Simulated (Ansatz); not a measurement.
Al: where the heat goes in a short trajectory

All numbers below come from DFT PBE+D3(BJ), scalar-relativistic, plane waves, PAW in Ansatz 0.2.0. Cutoff 420 eV, Γ-centred 3×3×3 k-points, Fermi–Dirac smearing of 0.05 eV. The mesh is coarse. No spin polarisation.

18 atoms start on the lattice sites below (V = 303.0 Å³, 1.01 times the source cell's; static pressure -3.55 GPa, largest force component 0.01 eV/Å) with velocities drawn for 450 K; Nosé–Hoover thermostat aiming at the same temperature, fixed cell, 59 steps of 3 fs.

```xyz
18
Lattice="4.2327 2.4437 -4.8830 0.0000 -4.8875 -4.8830 -4.2327 2.4437 -4.8830" Properties=species:S:1:pos:R:3 pbc="T T T"
Al    0.0000    3.2583  -10.9868
Al    2.8218   -1.6292  -10.9868
Al   -1.4109    0.8146   -6.1038
Al    1.4109    0.8146   -6.1038
Al   -2.8218   -1.6292  -10.9868
Al    1.4109    0.8146  -10.9868
Al    0.0000   -1.6292   -6.1038
Al    0.0000   -1.6292  -10.9868
Al   -1.4109    0.8146  -10.9868
Al   -1.4109   -0.8146   -3.6623
Al   -2.8218    1.6292   -3.6623
Al    1.4109   -0.8146   -3.6623
Al    0.0000    1.6292   -8.5453
Al    0.0000    1.6292   -3.6623
Al    0.0000   -3.2583   -3.6623
Al   -1.4109   -0.8146   -8.5453
Al    2.8218    1.6292   -3.6623
Al    1.4109   -0.8146   -8.5453
```

```
t (fs) T (K) kinetic energy (meV/atom) potential energy over the first frame (meV/atom) P with the kinetic part (GPa)
   0.0    450                       54.9                                               0.0                          -3.18
  12.0    342                       41.8                                              13.2                          -2.87
  24.0    136                       16.6                                              38.7                          -2.25
  36.0     77                        9.4                                              46.3                          -2.01
  48.0    204                       24.9                                              31.6                          -2.31
  60.0    300                       36.6                                              21.9                          -2.54
  72.0    251                       30.6                                              30.7                          -2.39
  84.0    194                       23.7                                              39.8                          -2.21
  96.0    272                       33.2                                              32.5                          -2.35
 108.0    396                       48.3                                              20.3                          -2.58
 120.0    397                       48.5                                              23.0                          -2.48
 132.0    289                       35.3                                              38.2                          -2.08
 144.0    193                       23.5                                              51.2                          -1.70
 156.0    187                       22.8                                              53.0                          -1.64
 168.0    292                       35.6                                              41.7                          -1.92
```

T counts 3N − 3 degrees of freedom. Means over every step of the second half, not only the rows shown: T = 292 K, kinetic energy 35.7 meV/atom, potential energy 36.9 meV/atom, P = -2.11 GPa.

Q: Does the potential energy follow equipartition for harmonic vibrations?

A: In a harmonic crystal each vibration holds as much potential as kinetic energy on average, here 35.7 meV/atom. The run has 36.9, a ratio of 1.04. That is near one, as for a crystal vibrating about its sites. So short a run gives a rough mean. T is still well under the temperature that the thermostat aims for. Electronic entropy is part of the potential energy at this smearing.

Q: Split the rise of pressure into the kinetic part and the rest. Can a thermal Grüneisen parameter be estimated?

A: The program counts the kinetic part as N k_B T/V = 0.24 GPa. The pressure lies 1.44 GPa over the static one in all, so the forces add 1.20 GPa. For a harmonic mode with ω ∝ V^(−γ) and an amplitude that scales with the cell, the forces add (2γ − 2/3)U/V, which needs no equipartition; when U equals the kinetic energy K, this and the kinetic part 2K/(3V) sum to the Mie–Grüneisen γE_th/V. With U = N × 36.9 meV, γ = 1/3 + V ΔP_forces/(2U) = 2.03, for harmonic vibrations a mean over the modes weighted by their potential energy, for uniform scaling of the cell (in a layered or otherwise anisotropic crystal this differs from γ under hydrostatic pressure). Most solids fall between 1 and 3, and tetrahedral, framework and layered ones often lower; anharmonic motion and pressure swings in a cell of 18 atoms make this value uncertain by tenths or more. The mean pressure differs by 0.6 GPa between the two halves of this window, worth 0.8 in γ, so slow motion isn't averaged out and the value is a rough guess.